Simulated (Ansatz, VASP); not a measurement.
## Two plane-wave programs on HfSi3

```
Hf Si
1.0
     3.93001    0.00000    0.00000
     0.00000    3.93001    0.00000
     0.00000    0.00000    3.93001
Hf Si
1 3
Direct
  0.00000 0.00000 0.00000
  0.00000 0.50000 0.50000
  0.50000 0.50000 0.00000
  0.50000 0.00000 0.50000
```

Alike in both runs: task single point; functional PBEsol; k mesh 8 × 8 × 8; occupations gaussian, width 0.05 eV; no spin polarisation.

|  | VASP | Ansatz |
| --- | --- | --- |
| version | VASP 6.6.1 | Ansatz 0.2.0 |
| potentials or method | VASP PAW PBE potentials, release 64 (Hf_pv, Si) | scalar-relativistic, plane waves, PAW |
| plane-wave cutoff (eV) | 520 | 420 |
| valence electrons in the cell | 22 | 38 |

|  | VASP | Ansatz | Ansatz less VASP |
| --- | --- | --- | --- |
| gap on the k mesh at the Fermi level (eV) | none | none | - |
| pressure (GPa) | 0.1 | 0.1 | +0.02 |

A gap of «none» marks a metal or a gap that the smearing closes. The two sets of potentials don't hold the same shells in valence.

Caveats: the PAW data sets were made with another functional, which shifts forces and pressure a little (VASP). Spin-orbit coupling is left out, which matters for the levels of Hf.
